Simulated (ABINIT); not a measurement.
# CuAu (R-3m) in ABINIT: band structure with PBEsol

Aim: the band structure of CuAu with PBEsol.

All numbers are computed with ABINIT 10.8.3 (patched build); they aren't measurements. Logs are shortened: lines on timing, memory, paths and dates and some standing lists are left out, and cuts for length are marked. The log counts tension as positive stress, the text compression.

## (1) Starting point

The structure is trigonal, space group R-3m (No. 166). The conventional cell has a = 2.886 Å, b = 2.886 Å, c = 12.769 Å, α = 90.00°, β = 90.00°, γ = 120.00°. Au (site symmetry -3m) has 6 Cu at 2.70 Å and 6 Au at 2.89 Å as nearest neighbours. Around Cu (site symmetry -3m) lie 6 Au at 2.70 Å and 6 Cu at 2.89 Å.

The cell comes from a database or a generator and needn't be the stable form of this composition.

## (2) Band structure, PBEsol

Input file run.abi:

```
ndtset 2

pp_dirpath "./"
pseudos "Au.GGA_PBE-JTH.xml, Cu.GGA_PBE-JTH.xml"

acell 4.5707264522 4.5707264522 4.5707264522 Angstrom
rprim
     0.3157171760     0.1822793966     0.9311803726
    -0.3157171760     0.1822793966     0.9311803726
     0.0000000000    -0.3645587931     0.9311803726
ntypat 2
znucl 79 29
natom 2
typat 1 2
xred
     0.0000000000     0.0000000000     0.0000000000
     0.5000000000     0.5000000000     0.5000000000

ecut 707.496042 eV
pawecutdg 48.0
pawxcdev 0

ixc -116133

occopt 3
tsmear 0.05 eV

nstep 100

iomode 3
prtwf 0
prteig 0
prtebands 0
enunit 1
prtden1 1
prtvha1 1
prtvclmb1 1
prtpot1 1

kptopt1 1
ngkpt1 11 11 11
nshiftk1 1
shiftk1 0.0 0.0 0.0
nband1 19
tolvrs1 1.0e-9

iscf2 -2
getden2 1
nband2 25
nbdbuf2 4
tolwfr2 1.0e-11
kptopt2 -2
ndivsm2 6
prteig2 1
prtvol2 -3
kptbounds2
     0.0000000000     0.0000000000     0.0000000000
     0.5000000000     0.0000000000     0.0000000000
     0.5000000000     0.1922122767    -0.1922122767
```

Potentials or basis: JTH PAW PBE v2.0.

On the command line:

```
abinit run.abi > log 2>&1
```

run.abo:

```text
.Version 10.8.3 of ABINIT
 DATASET    1 : space group R-3 m (#166); Bravais hR (rhombohedral)
================================================================================
 Values of the parameters that define the memory need for DATASET  1.
     intxc =       0    ionmov =       0      iscf =      17    lmnmax =      18
     lnmax =       6     mgfft =      40  mpssoang =       3    mqgrid =    3001
     natom =       2  nloc_mem =       2    nspden =       1   nspinor =       1
    nsppol =       1      nsym =      12    n1xccc =       1    ntypat =       2
    occopt =       3   xclevel =       2
       mpw =        1332          nfft =       64000          nkpt =         146
 PAW method is used; the additional fine FFT grid is defined by:
   mgfftf=        54    nfftf =    157464
================================================================================
================================================================================

 DATASET    2 : space group R-3 m (#166); Bravais hR (rhombohedral)
================================================================================
 Values of the parameters that define the memory need for DATASET  2.
     intxc =       0    ionmov =       0      iscf =      -2    lmnmax =      18
     lnmax =       6     mgfft =      40  mpssoang =       3    mqgrid =    3001
     natom =       2  nloc_mem =       2    nspden =       1   nspinor =       1
    nsppol =       1      nsym =      12    n1xccc =       1    ntypat =       2
    occopt =       3   xclevel =       2
       mpw =        1321          nfft =       64000          nkpt =          16
 PAW method is used; the additional fine FFT grid is defined by:
   mgfftf=        54    nfftf =    157464
================================================================================
================================================================================

--------------------------------------------------------------------------------
------------- Echo of variables that govern the present computation ------------
--------------------------------------------------------------------------------
 -outvars: echo values of preprocessed input variables --------
            acell      8.6374211911E+00  8.6374211911E+00  8.6374211911E+00 Bohr
              amu      1.96966540E+02  6.35460000E+01
             ecut      2.60000000E+01 Hartree
           enunit           1
           getden1          0
           getden2          1
             iscf1         17
             iscf2         -2
              ixc     -116133
           jdtset        1    2
           kptopt1          1
           kptopt2         -2
         kptrlatt       11    0    0      0   11    0      0    0   11
          kptrlen1     5.99936090E+01
          kptrlen2     3.00000000E+01
            natom           2
            nband1         19
            nband2         25
           nbdbuf1          0
           nbdbuf2          4
           ndtset           2
           ndivsm1          0
           ndivsm2          6
            ngfft          40      40      40
          ngfftdg          54      54      54
             nkpt1        146
             nkpt2         16
            nstep         100
             nsym          12
           ntypat           2
           occopt           3
        pawecutdg      4.80000000E+01 Hartree
         pawxcdev           0
        prtebands           0
           prteig1          0
           prteig2          1
           prtpot1          1
           prtpot2          0
         prtvclmb1          1
         prtvclmb2          0
           prtvha1          1
           prtvha2          0
           prtvol1          0
           prtvol2         -3
            prtwf           0
            rprim      3.1571717600E-01  1.8227939660E-01  9.3118037260E-01
                      -3.1571717600E-01  1.8227939660E-01  9.3118037260E-01
[... 263 lines left out ...]
 Angles (23,13,12)=  3.68082290E+01  3.68082290E+01  3.68082290E+01 degrees

 Coarse grid specifications (used for wave-functions):

 getcut: wavevector=  0.0000  0.0000  0.0000  ngfft=  40  40  40
         ecut(hartree)=     26.000   => boxcut(ratio)=   2.01755

 Fine grid specifications (used for densities):

 getcut: wavevector=  0.0000  0.0000  0.0000  ngfft=  54  54  54
         ecut(hartree)=     48.000   => boxcut(ratio)=   2.00536
--------------------------------------------------------------------------------

================================================================================
 Non-SCF case, kpt    1 (  0.00000  0.00000  0.00000), residuals and eigenvalues=
  9.62E-12  5.75E-12  4.70E-12  7.77E-12  2.87E-12  6.27E-12  7.57E-12  6.92E-12
  3.84E-12  5.10E-12  7.61E-12  7.47E-12  7.86E-12  2.68E-12  2.98E-12  5.74E-12
  7.76E-12  9.91E-12  6.99E-12  8.95E-12  5.82E-12  5.20E-11  5.60E-10  3.39E-08
  3.03E-07
 -3.8664E+00 -2.3062E+00 -2.3053E+00 -2.3053E+00 -1.0181E-01  1.0737E-02
  7.2592E-02  7.2592E-02  1.0921E-01  1.0921E-01  1.4832E-01  1.6754E-01
  1.6754E-01  1.9027E-01  1.9027E-01  2.4165E-01  4.1410E-01  7.9977E-01
  8.3889E-01  8.3889E-01  9.0093E-01  9.9228E-01  9.9228E-01  1.0340E+00
  1.0340E+00
 Non-SCF case, kpt    2 (  0.05556  0.00000  0.00000), residuals and eigenvalues=
[... 135 lines left out ...]
  6.4672E-02  6.6288E-02  7.2308E-02  1.4476E-01  1.6416E-01  1.6594E-01
  1.7898E-01  1.8273E-01  3.1242E-01  3.3466E-01  4.1864E-01  4.3329E-01
  5.5230E-01  5.7020E-01  7.4227E-01  7.5680E-01  1.0041E+00  1.0314E+00
  1.1703E+00
 Non-SCF case, kpt   16 (  0.50000  0.19221 -0.19221), residuals and eigenvalues=
  4.44E-12  5.38E-12  6.76E-12  4.15E-12  6.52E-12  4.76E-12  3.45E-12  4.27E-12
  6.15E-12  5.67E-12  2.19E-12  6.33E-12  8.28E-12  9.45E-12  6.16E-12  5.60E-12
  4.51E-12  6.23E-12  5.71E-12  4.86E-12  6.40E-12  8.62E-12  1.47E-09  4.20E-10
  3.22E-05
 -3.8664E+00 -2.3061E+00 -2.3058E+00 -2.3057E+00  3.3576E-02  5.6633E-02
  6.1953E-02  6.8038E-02  7.8727E-02  1.4825E-01  1.6455E-01  1.6631E-01
  1.8044E-01  1.8477E-01  3.3387E-01  3.4261E-01  3.7494E-01  3.9175E-01
  5.7699E-01  6.0896E-01  7.6069E-01  7.7493E-01  9.7250E-01  9.9035E-01
  1.1603E+00

--- !ResultsGS
iteration_state: {dtset: 2, }
comment   : Summary of ground state results
lattice_vectors:
- [  2.7269822,   1.5744239,   8.0429971, ]
- [ -2.7269822,   1.5744239,   8.0429971, ]
- [  0.0000000,  -3.1488478,   8.0429971, ]
lattice_lengths: [   8.63742,    8.63742,    8.63742, ]
lattice_angles: [ 36.808,  36.808,  36.808, ] # degrees, (23, 13, 12)
lattice_volume:   2.0719208E+02
convergence: {deltae:  0.000E+00, res2:  0.000E+00, residm:  9.962E-12, diffor:  0.000E+00, }
etotal    :  -2.32048000E+02
entropy   :   0.00000000E+00
fermie    :   2.46622366E-01
cartesian_stress_tensor: null
pressure_GPa: null
xred      :
- [  0.0000E+00,   0.0000E+00,   0.0000E+00, Au]
- [  5.0000E-01,   5.0000E-01,   5.0000E-01, Cu]
cartesian_forces: null
force_length_stats: {min: null, max: null, mean: null, }
...

 Integrated electronic density in atomic spheres:
 ------------------------------------------------
 Atom  Sphere_radius  Integrated_density
    1        2.50870          9.51025206
    2        2.00090         17.29753644

================================================================================

 ----iterations are completed or convergence reached----

 Mean square residual over all n,k,spin=   65.507E-13; max=  99.620E-13
 reduced coordinates (array xred) for    2 atoms
       0.000000000000      0.000000000000      0.000000000000
       0.500000000000      0.500000000000      0.500000000000

 cartesian coordinates (angstrom) at end:
    1      0.00000000000000     0.00000000000000     0.00000000000000
    2      0.00000000000000     0.00000000022854     6.38425614121841
 length scales=  8.637421191100  8.637421191100  8.637421191100 bohr
              =  4.570726452200  4.570726452200  4.570726452200 angstroms
 Eigenvalues (   eV  ) for nkpt=  16  k points:
 kpt#   1, nband= 25, wtk=  1.00000, kpt=  0.0000  0.0000  0.0000 (reduced coord)
-105.21129  -62.75563  -62.73058  -62.73058   -2.77048    0.29216    1.97532    1.97532
   2.97177    2.97177    4.03606    4.55906    4.55906    5.17757    5.17757    6.57561
  11.26827   21.76278   22.82735   22.82735   24.51559   27.00130   27.00130   28.13745
  28.13746
 kpt#   2, nband= 25, wtk=  1.00000, kpt=  0.0556  0.0000  0.0000 (reduced coord)
-105.21126  -62.75558  -62.73114  -62.73072   -2.67513    0.34779    1.93739    2.03444
   2.89504    2.97477    4.04885    4.54106    4.57015    4.95218    5.16104    6.91957
  11.31025   21.67974   22.23174   22.64799   24.27248   26.26700   26.72247   28.41990
  28.65806
 kpt#   3, nband= 25, wtk=  1.00000, kpt=  0.1111  0.0000  0.0000 (reduced coord)
-105.21113  -62.75542  -62.73274  -62.73115   -2.39420    0.50649    1.83750    2.20684
   2.67659    2.98413    4.08066    4.48379    4.60294    4.60428    5.11369    7.61049
  11.45652   20.22922   22.15707   22.19993   23.77963   24.90738   25.98252   29.17230
  29.26898
 kpt#   4, nband= 25, wtk=  1.00000, kpt=  0.1667  0.0000  0.0000 (reduced coord)
-105.21093  -62.75518  -62.73519  -62.73179   -1.94499    0.73328    1.72640    2.36121
[... 49 lines left out ...]
-105.20969  -62.75358  -62.74566  -62.74119    1.29114    1.33996    1.56542    1.97991
   2.12620    3.80243    4.36813    4.51692    4.89197    4.92252    8.10768    8.44690
  12.64705   13.44262   14.55488   14.74939   19.41365   20.51919   28.32930   28.35054
  30.87751
 kpt#  15, nband= 25, wtk=  1.00000, kpt=  0.5000  0.1602 -0.1602 (reduced coord)
-105.20967  -62.75352  -62.74401  -62.74324    1.20171    1.48870    1.75981    1.80380
   1.96761    3.93900    4.46702    4.51546    4.87029    4.97238    8.50139    9.10654
  11.39168   11.79030   15.02887   15.51584   20.19832   20.59364   27.32401   28.06603
  31.84424
 kpt#  16, nband= 25, wtk=  1.00000, kpt=  0.5000  0.1922 -0.1922 (reduced coord)
-105.20969  -62.75353  -62.74481  -62.74220    0.91364    1.54106    1.68583    1.85140
   2.14226    4.03408    4.47773    4.52548    4.91009    5.02792    9.08496    9.32287
  10.20258   10.66010   15.70070   16.57074   20.69943   21.08698   26.46303   26.94878
  31.57247

== END DATASET(S) ==============================================================
================================================================================

 -outvars: echo values of variables after computation  --------
            acell      8.6374211911E+00  8.6374211911E+00  8.6374211911E+00 Bohr
           etotal1    -2.3204800003E+02
            fcart1    -0.0000000000E+00 -0.0000000000E+00 -0.0000000000E+00
                      -0.0000000000E+00 -0.0000000000E+00 -0.0000000000E+00
            rprim      3.1571717600E-01  1.8227939660E-01  9.3118037260E-01
                      -3.1571717600E-01  1.8227939660E-01  9.3118037260E-01
                       0.0000000000E+00 -3.6455879310E-01  9.3118037260E-01
           strten1     2.7869288564E-04  2.7869287711E-04  2.2872273667E-04
                      -1.8214686616E-12  0.0000000000E+00  0.0000000000E+00
           xangst      0.0000000000E+00  0.0000000000E+00  0.0000000000E+00
                       4.2710549172E-17  2.2853644983E-10  6.3842561412E+00
             xred      0.0000000000E+00  0.0000000000E+00  0.0000000000E+00
                       5.0000000000E-01  5.0000000000E-01  5.0000000000E-01
 Calculation completed.
```

Run time: 10 min. Hardware: 1 thread of Arm Neoverse V1, shared host; peak memory 0.27 GiB.

Results:

* Free energy: -6314.3478 eV
* Pressure: -7.7 GPa
* Band gap on the k mesh: none (metal or under the smearing width)
* Valence electrons inside the program's atomic spheres: Au 9.51; Cu 17.30

Levels at the corners of the path, in eV from the Fermi level:
```
point  band 13  band 14  band 15  band 16  band 17  band 18
    Γ    -2.15    -1.53    -1.53    -0.14     4.56    15.05
    L    -2.05    -1.70     0.06     0.96     5.46     6.79
   B1    -1.80    -1.68     2.37     2.61     3.49     3.95
```

Caveat: the PAW data sets were made with another functional, which shifts forces and pressure a little; spin-orbit coupling is left out, which moves the levels of the heavy elements.
